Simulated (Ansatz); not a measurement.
The system is BaTiO3.

```
Ba Ti O
1.0
     4.00600    0.00000    0.00000
     0.00000    4.00600    0.00000
     0.00000    0.00000    4.00600
Ba Ti O
1 1 3
Cartesian
  2.0030 2.0030 2.0030
  0.0000 0.0000 0.0000
  0.0000 0.0000 2.0030
  0.0000 2.0030 0.0000
  2.0030 0.0000 0.0000
```

Base run:

```yaml
Program: Ansatz 0.2.0
Functional: LDA
Potentials_or_basis: all-electron LAPW, scalar-relativistic
Cutoff: 357 eV
Density_cutoff: 1429 eV
Basis_error_allowed: 0.002 eV/atom
k_mesh: 7 × 7 × 7
Occupations: fermi-dirac, width 0.05 eV
Spin: no spin polarisation
```

Its results: band gap on the k mesh 1.78 eV, indirect (least direct gap 1.82 eV); pressure -9.3 GPa.

**Question.** After a change of settings the same cell gave: band gap on the k mesh 1.86 eV, indirect (least direct gap 1.91 eV); pressure 1.7 GPa. Which change was it?
A. functional from LDA to PBE
B. functional from LDA to PBEsol; basis error allowed from 0.002 eV/atom to 0.001 eV/atom
C. functional from LDA to PBEsol

**Answer.** A.

PBE binds less tightly than LDA, so the same cell stands under more pressure.

Caveats: spin-orbit coupling is left out, which moves the levels of the heavy elements.

Not every run made on this cell is shown here.
